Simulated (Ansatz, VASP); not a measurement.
One calculation of Ti, two programs

```xyz
1
Lattice="-1.6075 1.6075 1.6075 1.6075 -1.6075 1.6075 1.6075 1.6075 -1.6075" Properties=species:S:1:pos:R:3 pbc="T T T"
Ti    0.0000    0.0000    0.0000
```

Change from the starting cell: volume scaled by 0.94.

Alike in both runs: task single point; functional PBEsol; k mesh 17 × 17 × 17; occupations fermi-dirac, width 0.08 eV; no spin polarisation.

|  | VASP | Ansatz |
| --- | --- | --- |
| version | VASP 6.6.1 | Ansatz 0.2.0 |
| potentials or method | VASP PAW PBE potentials, release 64 (Ti_sv), cutoff 520 eV | all-electron LAPW, scalar-relativistic |

Ansatz gave:

| Quantity | Value |
| --- | --- |
| pressure (GPa) | -0.3 |

Task: Estimate VASP's values.

Result: Pressure (GPa): -0.6.

Ansatz ran all-electron here, so the differences hold the error of VASP's frozen core and of both bases.

Caveats: the PAW data sets were made with another functional, which shifts forces and pressure a little (VASP).
